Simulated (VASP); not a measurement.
# Settings for Cr₂O₃: hyperfine tensors

Cr₂O₃, R-3c (no. 167), 10 atoms in the cell. PBEsol, hyperfine tensors; PAW potentials Cr_sv, O (PBE set). VASP 6.6.1.

Wanted: contact field within 0.5 T.

POSCAR:
```
Cr2O3
1.0
    2.4785000000      1.4309626422      4.5307666667
   -2.4785000000      1.4309626422      4.5307666667
    0.0000000000     -2.8619252844      4.5307666667
Cr O
4 6
Direct
    0.3474800000      0.3474800000      0.3474800000
    0.1525200000      0.1525200000      0.1525200000
    0.6525200000      0.6525200000      0.6525200000
    0.8474800000      0.8474800000      0.8474800000
    0.5558000000      0.2500000000      0.9442000000
    0.2500000000      0.9442000000      0.5558000000
    0.9442000000      0.5558000000      0.2500000000
    0.4442000000      0.7500000000      0.0558000000
    0.7500000000      0.0558000000      0.4442000000
    0.0558000000      0.4442000000      0.7500000000
```

The series start from ENCUT (eV): 600; k mesh: 6 × 6 × 6; EDIFF (eV): 1e-7; PREC: Accurate; LREAL: no; ALGO: Normal. Each series keeps the choices made before it, and each single choice may use up half of a tolerance.

## ENCUT (eV)

| ENCUT (eV) | Contact field, largest deviation (T) | SCF iterations | Time (s) |
|---|---|---|---|
| 400 | 0.01 | 18 | 79 |
| 500 | 0.25 | 18 | 104 |
| 600 | 0.00 | 18 | 156 |
| 700 | 0.04 | 18 | 184 |
| 800 | 0.00 | 19 | 243 |
| 1000 (reference) | 0.00 | 19 | 332 |

Chosen: 400, the loosest value from which every tighter one stays within half of the tolerance.

## k mesh

| k mesh | Contact field, largest deviation (T) | SCF iterations | Time (s) |
|---|---|---|---|
| 2 × 2 × 2 | 0.33 | 18 | 28 |
| 3 × 3 × 3 | 0.01 | 18 | 34 |
| 4 × 4 × 4 | 0.01 | 18 | 44 |
| 5 × 5 × 5 | 0.01 | 19 | 56 |
| 6 × 6 × 6 | 0.00 | 18 | 79 |
| 8 × 8 × 8 | 0.00 | 18 | 122 |
| 10 × 10 × 10 (reference) | 0.00 | 18 | 199 |

Chosen: 3 × 3 × 3.

## EDIFF (eV)

| EDIFF (eV) | Contact field, largest deviation (T) | SCF iterations | Time (s) |
|---|---|---|---|
| 0.0001 | 0.03 | 13 | 24 |
| 1e-5 | 0.01 | 15 | 28 |
| 1e-6 | 0.00 | 16 | 30 |
| 1e-7 | 0.00 | 18 | 34 |
| 1e-8 (reference) | 0.00 | 19 | 39 |

Chosen: 0.0001.

## PREC

| PREC | Contact field, largest deviation (T) | SCF iterations | Time (s) |
|---|---|---|---|
| Accurate | 0.00 | 13 | 24 |
| Normal | 0.01 | 13 | 25 |

Chosen: Accurate; no other choice that stays within half of the tolerance saves 30 % of the time.

## LREAL

| LREAL | Contact field, largest deviation (T) | SCF iterations | Time (s) |
|---|---|---|---|
| no | 0.00 | 13 | 24 |
| Auto | 0.00 | 13 | 38 |

Chosen: no.

## ALGO

| ALGO | Contact field, largest deviation (T) | SCF iterations | Time (s) |
|---|---|---|---|
| Normal | 0.00 | 13 | 24 |
| Fast | no result | 120 | 249 |
| All | 0.04 | 35 | 124 |

Chosen: Normal.

## All choices together

| Input | Contact field, largest deviation (T) | Time (s) |
|---|---|---|
| defaults, on a 5 × 5 × 5 mesh (naive) | 0.57 | 33 |
| chosen settings | 0.03 | 24 |
| reference settings throughout | 0.00 | 1158 |

The tolerance is met.

## The input

INCAR:
```
ALGO     = Normal         # electronic algorithm
EDIFF    = 1E-4           # SCF threshold, eV
ENCUT    = 400            # plane-wave cutoff, eV
GGA      = PS             # functional
ISMEAR   = 0              # smearing method
ISPIN    = 2              # spin polarisation
KPAR     = 4            
LASPH    = T              # aspherical terms in the spheres
LCHARG   = F              # write CHGCAR
LHYPERFINE= T            
LMAXMIX  = 4              # l up to which the mixer works
LORBIT   = 11             # projections on sites
LREAL    = F              # projectors in reciprocal space
LWAVE    = F              # write WAVECAR
MAGMOM   = 3 3 3 3 0 0 0 0 0 0 # initial moments
NELM     = 120            # most SCF steps
NGYROMAG = -2.4115 -5.7742
PREC     = Accurate       # precision mode
SIGMA    = 0.02           # smearing width, eV
```

KPOINTS:
```
Automatic mesh
0
Gamma
  3 3 3
  0 0 0
```

Commands:
```
cat potpaw_PBE.64/Cr_sv/POTCAR potpaw_PBE.64/O/POTCAR > POTCAR
mpirun -np 4 vasp_std > vasp.out
```

Limits: The run is of the ferromagnetic state; the crystal's own order and gap may differ.

The chosen input took VASP 6.6.1 24 s on 4 cores (Intel Xeon 6975P-C (Granite Rapids)), a shared host.

## An input that fails: one k point for a small cell

It runs to its end, but against the unchanged starting input it is off by 1.41 T in the contact field.

k mesh: 6 × 6 × 6 becomes 1 × 1 × 1.

Changes against the starting input:
```
- KPAR = 4
```
